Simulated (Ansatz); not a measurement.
## Formation energy of CdI2

Method: r²SCAN, scalar-relativistic; no spin polarisation; PAW, 500 eV, 6×6×4 k-mesh, Gaussian smearing of 0.05 eV; code Ansatz; PAW files: Ansatz's generated set soft_2.

The chain of runs began from a cell as deposited in COD, expanded in volume.

Symmetry: P-3m1, No. 164, trigonal system. Conventional cell: a = 4.289 Å, b = 4.289 Å, c = 7.179 Å, α = 90.00°, β = 90.00°, γ = 120.00°. Cd (site symmetry -3m) has 6 I at 3.01 Å as nearest neighbours. I (site symmetry 3m) has 3 Cd at 3.01 Å as nearest neighbours. (Neighbours are counted to 15 % beyond the shortest distance.)

The elements were computed in their standard states with the same datasets, cutoff and functional. Total energies depend on the potentials used, so only differences within one code and one set of settings carry meaning.

Energy of the relaxed cell (3 atoms, smearing extrapolated to zero): -23326.411 eV. Elements, in eV/atom: Cd -8268.182, I -7528.023.

Task: What is the formation energy?

Result: [-23326.411 − (1 × -8268.182 + 2 × -7528.023)] / 3 = -0.73 eV/atom, or -70 kJ per mole of atoms.

The value is for 0 K, without zero-point energy. Uncorrected semilocal values for oxides, chalcogenides and halides often miss by tenths of an eV an atom. A negative value shows stability against the elements alone, not against other compounds or structures.

Bader charges against formal ones: Cd +0.91 (+2), I −0.46 (−1). The cations give up 46 % of the formal charge; Bader charges stay under formal ones because the anions' density reaches into the cations' basins, the more so the higher the formal charge and the softer the anion.

Formal charges Cd²⁺, I⁻ balance and leave closed shells on every ion, so a band insulator is expected, and the gap is 2.85 eV.

Kohn–Sham gaps of semilocal functionals lie under measured ones, often by a third or more. Scalar-relativistic only: spin–orbit splittings of the heavy atoms' levels are missing. The structure is built of weakly bound layers, and this functional has no dispersion term, so their spacing and all that hangs on it (volume, the soft elastic constants, low modes, dielectric constants) are poorly given.
